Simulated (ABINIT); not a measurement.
# TePb (Fm-3m) in ABINIT: notebook

The runs below take TePb through band structure, with AM05, LDA-VWN, HCTH407.

Program: ABINIT 10.8.3 (patched build). These are calculated values, not measurements. Logs are shortened: lines on timing, memory, paths and dates and some standing lists are left out, and cuts for length are marked. The log counts tension as positive stress, the text compression.

**Experimental background.**

From a printed reference work, monograph, for a bulk crystal of TePb at 4.2 K: band gap 0.19 eV (direct).

How close the calculation comes is told below.

## 1. The structure

The structure is cubic, space group Fm-3m (No. 225). Conventional cell: a = 6.462 Å, b = 6.462 Å, c = 6.462 Å, α = 90.00°, β = 90.00°, γ = 90.00°. Pb (site symmetry m-3m) is surrounded by 6 Te at 3.23 Å. Around Te (site symmetry m-3m) lie 6 Pb at 3.23 Å.

## 2. Band structure, AM05

run.abi reads:

```
ndtset 2

pp_dirpath "./"
pseudos "Pb.GGA_PBE-JTH_sp.xml, Te.GGA_PBE-JTH.xml"

acell 3*1.0
rprim
     0.0000000000     6.1057051087     6.1057051087
     6.1057051087     0.0000000000     6.1057051087
     6.1057051087     6.1057051087     0.0000000000
ntypat 2
znucl 82 52
natom 2
typat 1 2
xred
     0.0000000000     0.0000000000     0.0000000000
     0.5000000000     0.5000000000     0.5000000000

ecut 15.0
pawecutdg 30.0

ixc -120135

occopt 3
tsmear 0.05 eV

nstep 100

iomode 3
prtwf 0
prteig 0
prtebands 0
enunit 1
prtden1 1

kptopt1 1
ngkpt1 7 7 7
nshiftk1 1
shiftk1 0.0 0.0 0.0
nband1 9
tolvrs1 1.0e-9

iscf2 -2
getden2 1
nband2 15
nbdbuf2 4
tolwfr2 1.0e-11
kptopt2 -9
ndivsm2 6
prteig2 1
prtvol2 -3
kptbounds2
     0.0000000000     0.0000000000     0.0000000000
     0.5000000000     0.0000000000     0.5000000000
     0.5000000000     0.2500000000     0.7500000000
     0.3750000000     0.3750000000     0.7500000000
     0.0000000000     0.0000000000     0.0000000000
     0.5000000000     0.5000000000     0.5000000000
     0.6250000000     0.2500000000     0.6250000000
     0.5000000000     0.2500000000     0.7500000000
     0.5000000000     0.5000000000     0.5000000000
     0.3750000000     0.3750000000     0.7500000000
```

Potentials or basis: JTH PAW PBE v2.0 sp.

Started as:

```sh
$ abinit run.abi > log 2>&1
```

run.abo:

```text
.Version 10.8.3 of ABINIT
 DATASET    1 : space group Fm -3 m (#225); Bravais cF (face-center cubic)
================================================================================
 Values of the parameters that define the memory need for DATASET  1.
     intxc =       0    ionmov =       0      iscf =      17    lmnmax =      13
     lnmax =       5     mgfft =      32  mpssoang =       3    mqgrid =    3001
     natom =       2  nloc_mem =       2    nspden =       1   nspinor =       1
    nsppol =       1      nsym =      48    n1xccc =       1    ntypat =       2
    occopt =       3   xclevel =       2
       mpw =        1279          nfft =       32768          nkpt =          20
 PAW method is used; the additional fine FFT grid is defined by:
   mgfftf=        45    nfftf =     91125
================================================================================
================================================================================

 DATASET    2 : space group Fm -3 m (#225); Bravais cF (face-center cubic)
================================================================================
 Values of the parameters that define the memory need for DATASET  2.
     intxc =       0    ionmov =       0      iscf =      -2    lmnmax =      13
     lnmax =       5     mgfft =      32  mpssoang =       3    mqgrid =    3001
     natom =       2  nloc_mem =       2    nspden =       1   nspinor =       1
    nsppol =       1      nsym =      48    n1xccc =       1    ntypat =       2
    occopt =       3   xclevel =       2
       mpw =        1295          nfft =       32768          nkpt =         103
 PAW method is used; the additional fine FFT grid is defined by:
   mgfftf=        45    nfftf =     91125
================================================================================
================================================================================

--------------------------------------------------------------------------------
------------- Echo of variables that govern the present computation ------------
--------------------------------------------------------------------------------
 -outvars: echo values of preprocessed input variables --------
            acell      1.0000000000E+00  1.0000000000E+00  1.0000000000E+00 Bohr
              amu      2.07200000E+02  1.27600000E+02
             ecut      1.50000000E+01 Hartree
           enunit           1
           getden1          0
           getden2          1
             iscf1         17
             iscf2         -2
              ixc     -120135
           jdtset        1    2
           kptopt1          1
[... 922 lines left out ...]
 ------------------------------------------------
 Atom  Sphere_radius  Integrated_density
    1        2.91365          2.56158903
    2        2.31107          3.12172038

================================================================================

 ----iterations are completed or convergence reached----

 Mean square residual over all n,k,spin=   56.623E-13; max=  99.990E-13
 reduced coordinates (array xred) for    2 atoms
       0.000000000000      0.000000000000      0.000000000000
       0.500000000000      0.500000000000      0.500000000000

 cartesian coordinates (angstrom) at end:
    1      0.00000000000000     0.00000000000000     0.00000000000000
    2      3.23099999782612     3.23099999782612     3.23099999782612
 length scales=  1.000000000000  1.000000000000  1.000000000000 bohr
              =  0.529177210544  0.529177210544  0.529177210544 angstroms
 Eigenvalues (   eV  ) for nkpt= 103  k points:
 kpt#   1, nband= 15, wtk=  1.00000, kpt=  0.0000  0.0000  0.0000 (reduced coord)
 -16.16657   -9.77098   -5.42958   -5.42958   -5.42958    0.03923    0.03923    0.03923
   1.58460    1.58460    1.58460    3.36901    3.36901    3.41853    3.61223
 kpt#   2, nband= 15, wtk=  1.00000, kpt=  0.0294  0.0000  0.0294 (reduced coord)
 -16.15658   -9.80505   -5.44607   -5.44607   -5.37330   -0.14624    0.03616    0.03616
   1.52266    1.63502    1.63502    3.37674    3.40480    3.58189    3.69507
 kpt#   3, nband= 15, wtk=  1.00000, kpt=  0.0588  0.0000  0.0588 (reduced coord)
 -16.12671   -9.90122   -5.49440   -5.49440   -5.21327   -0.60318    0.03168    0.03168
   1.36159    1.77995    1.77995    3.39984    3.43910    3.91836    4.04306
 kpt#   4, nband= 15, wtk=  1.00000, kpt=  0.0882  0.0000  0.0882 (reduced coord)
 -16.07730  -10.04463   -5.57129   -5.57129   -4.97487   -1.17497    0.03590    0.03590
   1.14639    2.00476    2.00476    3.43796    3.49283    4.23554    4.61895
 kpt#   5, nband= 15, wtk=  1.00000, kpt=  0.1176  0.0000  0.1176 (reduced coord)
 -16.00888  -10.21775   -5.67187   -5.67187   -4.70328   -1.74973    0.05799    0.05799
   0.91028    2.29361    2.29361    3.49087    3.56790    4.61037    5.19623
 kpt#   6, nband= 15, wtk=  1.00000, kpt=  0.1471  0.0000  0.1471 (reduced coord)
 -15.92230  -10.40496   -5.79034   -5.79034   -4.48700   -2.21484    0.10322    0.10322
[... 278 lines left out ...]
 -14.55844  -12.47150   -7.30051   -5.87674   -5.56073   -1.63429   -1.51089    0.33884
   2.24093    3.88838    4.42900    5.82963    6.02197    6.45023    6.52832
 kpt# 100, nband= 15, wtk=  1.00000, kpt=  0.4125  0.4125  0.6750 (reduced coord)
 -14.51633  -12.38822   -7.64867   -6.04080   -5.75959   -1.29488   -1.19181    0.88560
   1.87930    3.94487    4.43040    5.70653    5.96878    6.57654    6.65937
 kpt# 101, nband= 15, wtk=  1.00000, kpt=  0.4000  0.4000  0.7000 (reduced coord)
 -14.48057  -12.30292   -7.92980   -6.18776   -5.93607   -0.98747   -0.88493    1.33399
   1.54794    4.08660    4.47960    5.58486    5.90300    6.66732    6.78134
 kpt# 102, nband= 15, wtk=  1.00000, kpt=  0.3875  0.3875  0.7250 (reduced coord)
 -14.45711  -12.21866   -8.13351   -6.31505   -6.08992   -0.72717   -0.59918    1.24977
   1.66566    4.28461    4.57880    5.50107    5.82224    6.72562    6.83844
 kpt# 103, nband= 15, wtk=  1.00000, kpt=  0.3750  0.3750  0.7500 (reduced coord)
 -14.45228  -12.13669   -8.25201   -6.42104   -6.22094   -0.52774   -0.34137    1.00241
   1.86026    4.48248    4.72544    5.49911    5.72342    6.75626    6.87598

== END DATASET(S) ==============================================================
================================================================================

 -outvars: echo values of variables after computation  --------
            acell      1.0000000000E+00  1.0000000000E+00  1.0000000000E+00 Bohr
           etotal1    -1.2047864773E+01
            fcart1    -0.0000000000E+00 -0.0000000000E+00 -0.0000000000E+00
                      -0.0000000000E+00 -0.0000000000E+00 -0.0000000000E+00
            rprim      0.0000000000E+00  6.1057051087E+00  6.1057051087E+00
                       6.1057051087E+00  0.0000000000E+00  6.1057051087E+00
                       6.1057051087E+00  6.1057051087E+00  0.0000000000E+00
           strten1    -5.0766108826E-06 -5.0766108826E-06 -5.0766108826E-06
                       0.0000000000E+00  0.0000000000E+00  0.0000000000E+00
           xangst      0.0000000000E+00  0.0000000000E+00  0.0000000000E+00
                       3.2309999978E+00  3.2309999978E+00  3.2309999978E+00
             xred      0.0000000000E+00  0.0000000000E+00  0.0000000000E+00
                       5.0000000000E-01  5.0000000000E-01  5.0000000000E-01
 Calculation completed.
```

Wall time 40 s (1 thread of Arm Neoverse V2, shared host); peak memory 0.13 GiB.

Results:

```yaml
Free_energy: -327.8391 eV
Pressure: 0.1 GPa
Band_gap_along_the_path: 0.72 eV, direct
Valence_electrons_inside_the_program's_atomic_spheres: Pb 2.56; Te 3.12
```

Levels at the corners of the path, in eV from the Fermi level:
```tsv
point	band 2	band 3	band 4	band 5	band 6	band 7	band 8	band 9
Γ	-6.04	-1.70	-1.70	-1.70	3.77	3.77	3.77	5.31
X	-7.75	-4.90	-3.18	-3.18	2.87	5.14	5.14	6.32
W	-8.43	-4.19	-4.19	-0.75	1.26	4.88	4.88	6.41
K	-8.41	-4.52	-2.69	-2.49	3.20	3.39	4.73	5.59
Γ	-6.04	-1.70	-1.70	-1.70	3.77	3.77	3.77	5.31
L	-9.02	-1.29	-1.29	-0.40	0.32	0.85	0.85	7.68
U	-8.41	-4.52	-2.69	-2.49	3.20	3.39	4.73	5.59
W	-8.43	-4.19	-4.19	-0.75	1.26	4.88	4.88	6.41
L	-9.02	-1.29	-1.29	-0.40	0.32	0.85	0.85	7.68
K	-8.41	-4.52	-2.69	-2.49	3.20	3.39	4.73	5.59
```

Caveat: this odd mesh misses L, where the gap lies, so gap, dielectric constants and Born charges aren't listed; the PAW data sets were made with another functional, which shifts forces and pressure a little; spin-orbit coupling is left out, which moves the levels of the heavy elements; this set keeps more shells in the core, which shifts pressures and gaps.

(Part 1 of 2 ends here.)
